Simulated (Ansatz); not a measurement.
A plane-wave DFT run in Ansatz 0.2.0 (scalar-relativistic PAW potentials unless the input names others): input and command.

```yaml
crystal:
  lattice:
    - [3.2001453132, 0.0, 0.0]
    - [-1.6000726566, 2.771407137, 0.0]
    - [0.0, 0.0, 18.1645207561]
  atoms:
    - { symbol: Mg, position: [0.0, 0.0, -0.000662888] }
    - { symbol: Mg, position: [0.3333333333, 0.6666666667, 0.1422385447] }
    - { symbol: Mg, position: [0.6666666667, 0.3333333333, 0.2857142857] }
    - { symbol: Mg, position: [0.0, 0.0, 0.4291900267] }
    - { symbol: Mg, position: [0.3333333333, 0.6666666667, 0.5720914595] }
    - { symbol: Mg, position: [0.0, 0.0, 0.7144642734] }
    - { symbol: Mg, position: [0.3333333333, 0.6666666667, 0.856964298] }
basis:
  ecutwfc: 420
kpoints:
  mp_grid: { grid: [30, 30, 6] }
hamiltonian:
  xc: pbe
scf:
  occupations: { method: fixed }
  max_iter: 60
output:
  forces: true
  eigenvalues: true
  stress: true
```

```bash
ansatz run input.yaml --threads 1 --pin off --max-ram 2560MiB --backend cpu --events-out ev --progress --plain --runs-dir out
```

Abridged log:
```
Pseudopotentials: kind: paw
Pseudopotential: Mg, paw, valence charge 10, recommended cutoff 420 eV (normal)
Functional definition: PBE
Crystal: 7 atoms, lattice volume = 161.099 Å³
Basis set: ecut = 420 eV, 3217 PW (Γ), exchange–correlation on 48×48×250 points (8 copies of the dense FFT grid, shifted against one another)
Bands: 42, of which v1, the nominal top of the filled ones, is band 35 counted from 1 (34 counted from 0)
Symmetry: 12 space group operations
Space group: P-3m1 (ITA 164), of the structure as read, at distance tolerance 5.4e-5 Å
k-points: 514 of 5400
Initial density: superposition of atomic densities (neutral atoms: chi_scale 0, normalization atom), corrected by the library's trained network
Initial wavefunctions: pseudopotential atomic-orbital guess
Functional: x = pbe(κ = 0.804, μ = 0.21951497), c = pbe(β = 0.06672455)
SCF iter   1: F=—  HF=-13466.135636 eV  |F-HF|=—  |Δ(HF+E_count)|=         —  Δρ=1.30e-3  dr2=1.45e-2  ethr=1.77e-3  ⟨swp⟩=5.0  Hψ=74160  notcnv=0  defer=2299
SCF iter   2: F=—  HF=-13466.138101 eV  |F-HF|=—  |Δ(HF+E_count)|=   2.47e-3  Δρ=1.22e-3  dr2=9.45e-2  ethr=2.08e-5  ⟨swp⟩=2.3  Hψ=27506  notcnv=0  defer=2555
SCF iter   3: F=—  HF=-13466.136072 eV  |F-HF|=—  |Δ(HF+E_count)|=   2.03e-3  Δρ=8.04e-4  dr2=1.66e-2  ethr=2.08e-5  ⟨swp⟩=2.4  Hψ=22159  notcnv=0  defer=2540
SCF iter   4: F=—  HF=-13466.135694 eV  |F-HF|=—  |Δ(HF+E_count)|=   3.78e-4  Δρ=5.54e-4  dr2=1.49e-3  ethr=2.08e-5  ⟨swp⟩=1.0  Hψ=20581  notcnv=0  defer=2401
SCF iter   5: F=—  HF=-13466.135663 eV  |F-HF|=—  |Δ(HF+E_count)|=   3.11e-5  Δρ=2.57e-4  dr2=1.91e-4  ethr=2.14e-6  ⟨swp⟩=1.1  Hψ=20603  notcnv=0  defer=1908
SCF iter   6: F=—  HF=-13466.135653 eV  |F-HF|=—  |Δ(HF+E_count)|=   9.21e-6  Δρ=2.66e-5  dr2=1.75e-6  ethr=2.72e-7  ⟨swp⟩=1.1  Hψ=20609  notcnv=0  defer=1400
SCF iter   7: F=—  HF=-13466.135624 eV  |F-HF|=—  |Δ(HF+E_count)|=   2.92e-5  Δρ=5.61e-6  dr2=5.00e-7  ethr=2.50e-9  ⟨swp⟩=2.0  Hψ=24935  notcnv=0  defer=1218
SCF iter   8: F=-13466.135624 eV  HF=-13466.135624 eV  |F-HF|=6.51e-10  |Δ(HF+E_count)|=   2.14e-8  Δρ=1.05e-6  dr2=2.71e-9  ethr=1.43e-10  ⟨swp⟩=12.1  Hψ=116190  notcnv=0
SCF 1 converged in 8 iterations: F = -13466.135624 eV  dr2 = 2.71e-9
SCF converged after 8 iterations
Free energy (F): -13466.135624 eV
Harris-Foulkes:  -13466.135624 eV  (|F-HF|=6.51e-10)
Internal energy: -13466.135624 eV  (E = F + TS)
E sigma→0 (E₀):  -13466.135624 eV
Fermi energy:    6.842836 eV
--- Forces (eV/Å), atoms counted from 1 ---
  atom   1  Mg     0.00000000     0.00000000    -0.02854130
  atom   2  Mg     0.00000000     0.00000000    -0.04301584
  atom   3  Mg     0.00000000     0.00000000     0.00000000
  atom   4  Mg     0.00000000     0.00000000     0.04301584
  atom   5  Mg     0.00000000     0.00000000     0.02854130
  atom   6  Mg     0.00000000     0.00000000    -0.01208978
  atom   7  Mg     0.00000000     0.00000000     0.01208978
--- Stress (GPa, compression-positive) ---
        0.514461       0.000000       0.000000
        0.000000       0.514461       0.000000
        0.000000       0.000000      -1.511143
  P = ⅓ Tr σ = -0.1607 GPa (-1.607 kbar)
```

Q: What is wrong with this input?

A: The fault is fixed occupations on a metal: they fill the same number of bands at every k-point, while the true filling differs from point to point (scf.occupations: {"method": "gaussian", "width": 0.1} → {"method": "fixed"}, the first being the value of the sound run). Setting it back cures it. The log, from which this was withheld above, says: «WARN: a fill by count may have filled part of one level: at k-index 511 the highest filled band, 5.539567 eV, and the lowest empty band, 5.539567 eV, stand 1.243e-14 eV apart, within the solve's uncertainty, 3.162e-4 eV. If they are one level, whatever splits it, however little, can move the result. A smearing (`scf.occupations.method` with a `width`) well over the split that the run's distortions make …» The run converged all the same, with an energy at zero smearing 65.03 meV/atom above the reference's, pressure -0.16 GPa, largest force 0.043 eV/Å, no gap on the mesh, so convergence alone doesn't show that an input is right. A reference run from the same start on usual settings converged with pressure 0.01 GPa, largest force 0.000 eV/Å, no gap on the mesh.

Time: 3 min on 1 thread of Arm Neoverse V1, on a shared host, peak memory 2 GiB.